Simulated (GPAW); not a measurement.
# PbS (Cmcm) in GPAW: reference runs

Reference runs on PbS: the cell as given.

Everything below comes from runs of GPAW 26.7.0. Logs are shortened: lines on timing, memory, paths and dates and some standing lists are left out, and cuts for length are marked. The log counts tension as positive stress, the text compression.

## 1. The crystal as given

Symmetry: Cmcm, No. 63, orthorhombic system. Conventional cell: a = 4.160 Å, b = 11.983 Å, c = 4.279 Å, α = 90.00°, β = 90.00°, γ = 90.00°. Pb (site symmetry m2m) has 5 S at 2.69 to 2.99 Å as nearest neighbours. S (site symmetry m2m) is surrounded by 5 Pb at 2.69 to 2.99 Å.

Measurements of this composition are mostly on another form, of space group No. 225.

## 2. Single point, PBEsol

run.py reads:

```python
from ase import Atoms
from ase.dft.bandgap import bandgap
from ase.io import write
from ase.units import Bohr, GPa
from gpaw import GPAW, PW, setup_paths
from gpaw.elf import elf_from_dft_calculation

setup_paths.insert(0, '.')

atoms = Atoms(['Pb', 'Pb', 'S', 'S'],
              cell=[[2.079952695, -5.991296865, 0.0],
                    [2.079952695, 5.991296865, 0.0],
                    [0.0, 0.0, 4.27932094]],
              scaled_positions=[[0.13056335, 0.86943665, 0.25],
                                [0.86943665, 0.13056335, 0.75],
                                [0.35479709, 0.64520291, 0.25],
                                [0.64520291, 0.35479709, 0.75]],
              pbc=True)

calc = GPAW(mode=PW(600),
            xc='PBEsol',
            kpts={'size': (7, 7, 6), 'gamma': True},
            occupations={'name': 'fermi-dirac', 'width': 0.05},
            nbands=33,
            convergence={'density': 1e-05, 'energy': 1e-05},
            maxiter=150,
            txt='gpaw.txt')
atoms.calc = calc
energy = atoms.get_potential_energy()
forces = atoms.get_forces()
stress = atoms.get_stress()
calc.write('gs.gpw')
write('result.traj', atoms)
print(f'Energy: {energy:.6f} eV')
print('Forces (eV/A):')
print(forces.round(4))
print('Stress (GPa):', (stress / GPa).round(3))
print('Fermi level:', round(calc.get_fermi_level(), 4), 'eV')
print(f'Gap: {bandgap(calc)[0]:.4f} eV, direct: {bandgap(calc, direct=True)[0]:.4f} eV')

# fields on the real-space grid
write('density.cube', atoms, data=calc.get_pseudo_density() * Bohr**3)
write('potential.cube', atoms, data=calc.get_electrostatic_potential())
write('elf.cube', atoms, data=elf_from_dft_calculation(calc).data)
```

Potentials or basis: PAW data sets generated in the run's folder for this functional, pw.

On the command line:

```bash
gpaw-setup -f PBEsol Pb S
OMP_NUM_THREADS=1 python run.py
```

gpaw.txt:

```text
__  _  _
 | _ |_)|_||  |
 |__||  | ||/\| - 26.7.0

Input parameters:
  mode=PW(ecut=600.0),
  convergence={'density': 1e-05, 'energy': 1e-05},
  kpts=MonkhorstPack(size=(7, 7, 6), gamma=True),
  maxiter=150,
  nbands=33,
  occupations=Occupations(name='fermi-dirac', width=0.05),
  xc=XC(name='PBEsol')

Diagonalizing LCAO Hamiltonian
Converting LCAO to pw mode

             Pb
         S S
       Pb

Atoms  # Å, Bohr magnetons
|   | symbol |        x |         y |        z |    initial magnetic moments |
|---|--------|----------|-----------|----------|-----------------------------|
| 0 |     Pb | 2.079953 |  4.426809 | 1.069830 | ( 0.0000,  0.0000,  0.0000) |
| 1 |     Pb | 2.079953 | -4.426809 | 3.209491 | ( 0.0000,  0.0000,  0.0000) |
| 2 |      S | 2.079953 |  1.739907 | 1.069830 | ( 0.0000,  0.0000,  0.0000) |
| 3 |      S | 2.079953 | -1.739907 | 3.209491 | ( 0.0000,  0.0000,  0.0000) |

Unit cell  # Å
| periodic |        x |         y |        z |  lengths |     angles |
|----------|----------|-----------|----------|----------|------------|
|      yes | 2.079953 | -5.991297 | 0.000000 | 6.342069 |  90.000000 |
|      yes | 2.079953 |  5.991297 | 0.000000 | 6.342069 |  90.000000 |
|      yes | 0.000000 |  0.000000 | 4.279321 | 4.279321 | 141.709848 |

Number of symmetries: 4
Symmetry operations  # r_c * U_cc + t_c -> r_c
|   | kind |            matrix            |
|---|------|------------------------------|
| 0 |  E   |  1, 0, 0,  0, 1, 0,  0, 0, 1 |
| 1 |  C2  |  0, 1, 0,  1, 0, 0,  0, 0,-1 |
| 2 |  σ   |  0,-1, 0, -1, 0, 0,  0, 0, 1 |
| 3 |  i   | -1, 0, 0,  0,-1, 0,  0, 0,-1 |

BZ-sampling:
  Number of BZ points: 294
  Number of IBZ points: 88

  Monkhorst-Pack size: [7, 7, 6]
  Monkhorst-Pack shift: [0.0, 0.0, 0.08333333333333333]

K-points  # in reciprocal-cell coordinates
|     |                                coordinates |     weight |
|-----|--------------------------------------------|------------|
|   0 | (  0.00000000,   0.00000000,   0.00000000) | 0.00340136 |
|   1 | (  0.00000000,   0.00000000,   0.16666667) | 0.00680272 |
|   2 | (  0.00000000,   0.00000000,   0.33333333) | 0.00680272 |
|   3 | (  0.00000000,   0.00000000,   0.50000000) | 0.00340136 |
|   4 | (  0.14285714,  -0.14285714,  -0.33333333) | 0.00680272 |
|   5 | (  0.14285714,  -0.14285714,  -0.16666667) | 0.00680272 |
|   6 | (  0.14285714,  -0.14285714,   0.00000000) | 0.00680272 |
|   7 | (  0.14285714,  -0.14285714,   0.16666667) | 0.00680272 |
|   8 | (  0.14285714,  -0.14285714,   0.33333333) | 0.00680272 |
|   9 | (  0.14285714,  -0.14285714,   0.50000000) | 0.00680272 |
| ... |                                            |            |
|  87 | (  0.42857143,   0.42857143,   0.50000000) | 0.00680272 |

Plane wave coefficients: 3581
Cutoff: 600.0 eV

Spin-components: 1 (collinear spins)
Bands:           33
Projectors:      22
Spin-degeneracy: 2
Datatype:        complex128

Parallelization:
  kpt:    1
  domain: 1
  band:   1

Density:
  Valence electrons: 40.0
  Components: 1
  Grid points: [36 36 25]
  Charge: 0.0  # |e|

Potential:
  Grid points: [36 36 25]

species:
  Pb:
    name:    Lead
    Z:       82.0
    valence: 14
    core:    68
    charge:  0.0  # [|e|]
    compensation charges:
      type: gauss
      rc: 0.38  # [Å]
      lmax: 2
    cutoffs:
      filter: 2.36  # [Å]
      core: 2.43  # [Å]
    projectors
    | kind |    occ | energy [eV] | rcut [Å] |
    |------|--------|-------------|----------|
    |   6s |  2.000 |     -12.024 |    1.259 |
    |   6p |  2.000 |      -3.525 |    1.275 |
    |   5d | 10.000 |     -21.194 |    1.217 |
    |    s |        |      15.187 |    1.259 |
    |    p |        |      23.686 |    1.275 |
    |    d |        |       6.017 |    1.217 |

    Using partial waves for Pb as LCAO basis

  S:
    name:    Sulfur
    Z:       16.0
    valence: 6
    core:    10
    charge:  0.0  # [|e|]
    compensation charges:
      type: gauss
      rc: 0.24  # [Å]
      lmax: 2
    cutoffs:
      filter: 1.77  # [Å]
      core: 1.66  # [Å]
    projectors
    | kind |    occ | energy [eV] | rcut [Å] |
    |------|--------|-------------|----------|
    |   3s |  2.000 |     -17.192 |    0.974 |
    |   3p |  4.000 |      -6.978 |    0.979 |
    |    s |        |      10.020 |    0.974 |
    |    p |        |      20.234 |    0.979 |
    |    d |        |       0.000 |    0.900 |

    Using partial waves for S as LCAO basis

Reference energy: -1155926.387181  # eV

eigensolver:
  PPCG
  Converge bands: occupied
  niter=2

density mixing:
  MSR1-Mixer
  Pratt-step length: 0.05
  Maximum mixing coefficient: 0.75
  Old densities: 10
  SVD Regularization: 0.005
  Good broyden scale: 1.0
  Trust region scale: 1.0
  Backstep threshold: 4.0
  History deletion threshold: 6.0
  Fourier metric: weight=20.0, sigma=0.015

occupation numbers:
  Fermi-Dirac:
    width: 0.0500  # eV

poisson solver:
  ecut: 4800.0  # eV

xc functional:
  name: PBEsol with 2 nearest neighbor stencil

convergence criteria:
[... 6 lines left out ...]
|iter     | |      energy | eigst |  dens |
|---------|-|-------------|-------|-------|
|iter:   1| |  -20.021221 | -0.01 |       |
|iter:   2| |  -19.825393 | -1.68 | -1.18 |
|iter:   3| |  -19.200177 | -1.61 | -1.23 |
|iter:   4| |  -19.193968 | -2.69 | -1.79 |
|iter:   5| |  -19.191999 | -3.37 | -2.16 |
|iter:   6| |  -19.191701 | -4.22 | -2.51 |
|iter:   7| |  -19.191721c| -5.58 | -3.34 |
|iter:   8| |  -19.191723c| -6.68 | -3.94 |
|iter:   9| |  -19.191723c| -7.79c| -4.56 |
|iter:  10| |  -19.191723c| -8.25c| -5.17c|

Converged in 10 steps
Energy contributions relative to reference atoms: (reference = -1155926.387181)

Energy contributions:
  Kinetic:          27.128401
  Coulomb:         -29.037784
  Zero:              0.048609
  External:          0.000000
  Xc:              -17.330948
  Entropy:          -0.000000
  Spinorbit:         0.000000
  ----------------------------
  Free energy:     -19.191723
  Extrapolated:    -19.191723

dipole moment: (0.000007, 0.000000, 0.000007)  # |e|*Ang

Fermi level: 5.749
Eigenvalues  # (at kpt = [0.000, 0.000, 0.000])
| band index |      eig [eV] | occ [0-2] |
|------------|---------------|-----------|
|          0 |       -11.134 |     2.000 |
|        ... |               |           |
|         12 |        -1.565 |     2.000 |
|         13 |        -0.615 |     2.000 |
|         14 |         0.947 |     2.000 |
|         15 |         2.232 |     2.000 |
|         16 |         2.796 |     2.000 |
|         17 |         3.534 |     2.000 |
[... 8 lines left out ...]
|         26 |        11.221 |     0.000 |
|         27 |        12.052 |     0.000 |
|        ... |               |           |
|         32 |        15.435 |     0.000 |

Gap: 1.132 eV
Transition (v -> c):
  (s=0, k=52, n=19, [0.43, -0.43, 0.33]) -> (s=0, k=84, n=20, [0.43, 0.43, 0.00])
Direct/indirect transitions are different
Direct gap: 1.311 eV
Transition at: (s=0, k=40, n=19, [0.29, 0.14, 0.00])

Forces  # eV/Ang
|       x |        y |        z |
|---------|----------|----------|
| 0.00000 | -0.05531 |  0.00008 |  # Pb   0
| 0.00000 |  0.05531 | -0.00008 |  # Pb   1
| 0.00000 |  0.01626 |  0.00002 |  # S    2
| 0.00000 | -0.01626 | -0.00002 |  # S    3

Stress tensor  # eV/Ang^3
|        x |         y |         z |
|----------|-----------|-----------|
| 0.013454 |  0.000000 |  0.000000 |
| 0.000000 |  0.011067 | -0.000000 |
| 0.000000 | -0.000000 |  0.014804 |

# Writing to gs.gpw (mode='')
```

It took 5.9 min on 1 thread of Arm Neoverse N1, shared host; peak memory 0.41 GiB.

What came out:

| Quantity | Value |
| --- | --- |
| Free energy | -19.1917 eV |
| Pressure | -2.1 GPa |
| Largest force | 0.055 eV/Å |
| Band gap on the k mesh | 1.13 eV, indirect (least direct gap 1.31 eV) |

Forces on the atoms (eV/Å):
```
Pb   0.000 -0.055  0.000
Pb   0.000  0.055  0.000
S    0.000  0.016  0.000
S    0.000 -0.016  0.000
```

Stress tensor (GPa, compression positive):
```
-2.16  0.00  0.00
 0.00 -1.77  0.00
 0.00  0.00 -2.37
```

Caveat: spin-orbit coupling is left out, which as a rule narrows the gap of such compounds by several tenths of an eV; an odd mesh through Γ misses points on the zone boundary, where band edges often lie; the program warned that so skewed a cell can give wrong results.
